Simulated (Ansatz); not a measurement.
**In: eigenvalues along the path**

```
CELL_PARAMETERS angstrom
-1.63692 1.63692 2.49033
1.63692 -1.63692 2.49033
1.63692 1.63692 -2.49033
ATOMIC_POSITIONS crystal
In 0.00000 0.00000 0.00000
```

The cell is COD entry 9017523, as deposited and not checked against the literature; nothing was relaxed. The listed cell was then made from it by scaling, straining or moving an atom.

Spin–orbit coupling is left out, though it moves levels of the heavy atoms by tenths of an eV or more.

Computed with DFT, PBE, all-electron LAPW, scalar-relativistic in Ansatz 0.2.0.

Numerical set-up: a Γ-centred 12×12×14 k mesh, Fermi–Dirac smearing of 0.05 eV, basis error target 1 meV/atom, no spin polarisation; this mesh doesn't keep the crystal's whole symmetry, which leaves small spurious terms.

Path points, in fractions of the reciprocal vectors: Γ (0.000, 0.000, 0.000), X (0.000, 0.000, 0.500), P (0.250, 0.250, 0.250), N (0.000, 0.500, 0.000), M (0.500, 0.500, -0.500), S (0.358, 0.642, -0.358), S0 (-0.358, 0.358, 0.358). Levels in eV from the Fermi level; bands 5 to 13, counted from the lowest band of the run. The gap is zero.

```
# k(1/Å) point b5 b6 b7 b8 b9 b10 b11 b12 b13
0.000 Γ -14.67 -14.57 -14.57 -14.49 -14.39 -9.39 10.38 10.38 10.54
0.271 - -14.63 -14.59 -14.54 -14.48 -14.41 -9.09 8.84 9.04 9.38
0.543 - -14.64 -14.52 -14.51 -14.48 -14.41 -8.18 6.70 6.97 7.57
0.814 - -14.71 -14.60 -14.39 -14.38 -14.36 -6.64 4.85 4.98 5.33
1.086 - -14.77 -14.69 -14.32 -14.32 -14.26 -4.50 1.42 3.88 4.29
1.357 X -14.79 -14.72 -14.31 -14.29 -14.21 -1.88 -1.68 3.50 3.93
1.483 - -14.78 -14.71 -14.31 -14.30 -14.21 -1.80 -1.65 3.16 3.60
1.609 - -14.75 -14.70 -14.34 -14.33 -14.21 -1.57 -1.57 2.40 2.95
1.736 - -14.70 -14.67 -14.40 -14.35 -14.21 -1.45 -1.19 1.55 2.33
1.862 - -14.65 -14.63 -14.48 -14.38 -14.21 -1.34 -0.67 0.73 1.90
1.988 P -14.63 -14.56 -14.55 -14.39 -14.21 -1.29 -0.02 -0.02 1.75
2.180 - -14.63 -14.57 -14.53 -14.39 -14.23 -2.13 -0.77 1.15 2.71
2.372 - -14.61 -14.60 -14.47 -14.43 -14.27 -3.08 -1.79 3.08 4.38
2.564 - -14.63 -14.59 -14.52 -14.39 -14.28 -3.76 -2.59 5.31 6.13
2.756 - -14.65 -14.60 -14.56 -14.33 -14.28 -4.15 -3.10 7.25 7.61
2.947 N -14.66 -14.63 -14.55 -14.31 -14.27 -4.28 -3.27 7.44 9.02
3.177 - -14.65 -14.63 -14.54 -14.33 -14.30 -5.86 -1.26 7.64 9.08
3.407 - -14.64 -14.61 -14.53 -14.38 -14.37 -7.41 1.56 8.21 9.30
3.636 - -14.63 -14.58 -14.53 -14.45 -14.40 -8.52 4.75 9.05 9.67
3.866 - -14.65 -14.57 -14.55 -14.49 -14.40 -9.18 8.13 9.98 10.13
4.096 Γ -14.67 -14.57 -14.57 -14.49 -14.39 -9.39 10.38 10.38 10.54
4.348 - -14.68 -14.54 -14.54 -14.51 -14.38 -9.13 9.16 9.16 9.57
4.600 - -14.73 -14.56 -14.47 -14.47 -14.36 -8.34 6.84 7.37 7.37
4.853 - -14.78 -14.63 -14.37 -14.37 -14.33 -7.01 3.37 5.93 5.93
5.105 - -14.82 -14.69 -14.31 -14.30 -14.30 -5.14 0.11 5.01 5.01
5.357 M -14.83 -14.71 -14.30 -14.27 -14.26 -2.93 -2.58 4.69 4.69
5.466 - -14.82 -14.71 -14.30 -14.27 -14.27 -2.90 -2.52 4.07 4.75
5.575 - -14.80 -14.69 -14.31 -14.30 -14.27 -2.80 -2.34 2.86 4.92
5.684 - -14.77 -14.66 -14.33 -14.33 -14.28 -2.66 -2.05 1.57 5.20
5.793 - -14.75 -14.60 -14.38 -14.36 -14.30 -2.51 -1.65 0.39 5.59
5.902 S -14.72 -14.54 -14.43 -14.39 -14.31 -2.52 -1.15 -0.47 6.08
6.204 - -14.68 -14.56 -14.47 -14.39 -14.32 -3.57 -2.31 2.40 7.24
6.506 - -14.65 -14.64 -14.54 -14.31 -14.29 -4.20 -3.16 6.33 8.69
6.808 - -14.65 -14.64 -14.54 -14.31 -14.29 -4.20 -3.16 6.33 8.69
7.110 - -14.68 -14.56 -14.47 -14.39 -14.32 -3.57 -2.31 2.40 7.24
7.412 S0 -14.72 -14.54 -14.43 -14.39 -14.31 -2.52 -1.15 -0.47 6.08
7.687 - -14.66 -14.54 -14.44 -14.40 -14.37 -4.39 -0.02 0.54 7.70
7.962 - -14.62 -14.60 -14.46 -14.44 -14.35 -6.55 1.99 2.77 9.65
8.236 - -14.60 -14.60 -14.50 -14.44 -14.41 -8.14 4.74 5.45 10.98
8.511 - -14.63 -14.58 -14.55 -14.48 -14.41 -9.08 7.98 8.47 10.66
8.786 Γ -14.67 -14.57 -14.57 -14.49 -14.39 -9.39 10.38 10.38 10.54
```
